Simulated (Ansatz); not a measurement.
## TiAl3 in Ansatz: the effect of functional

TiAl3:

```
Ti Al
1.0
    -1.93626    1.93626    4.33700
     1.93626   -1.93626    4.33700
     1.93626    1.93626   -4.33700
Ti Al
1 3
Direct
  0.00000 0.00000 0.00000
  0.25000 0.75000 0.50000
  0.75000 0.25000 0.50000
  0.50000 0.50000 0.00000
```

The cell comes from a database or a generator and needn't be the stable form of this composition.

The cell isn't the ideal one: volume scaled by 1.04.

Alike in all runs:

| Property | Result |
| --- | --- |
| Program | Ansatz 0.2.0 |
| Task | single point |
| Potentials or basis | Ansatz PAW |
| k mesh | 10 × 10 × 10 |
| Occupations | fermi-dirac, width 0.05 eV |
| Spin | no spin polarisation |

| functional | cutoff | pressure (GPa) |
| --- | --- | --- |
| LDA | 420 eV (not typed: the program's choice for these potentials) | ? |
| PBEsol | 420 eV (not typed: the program's choice for these potentials) | -4.5 |
| r2SCAN | 500 eV (not typed: the program's choice for these potentials) | -4.1 |

Task: What does the run with functional LDA give?

Result: Pressure -7.2 GPa.

Caveats: the PAW data sets come from PBE, with cores solved anew for the run's functional, which leaves a small shift of forces and pressure.
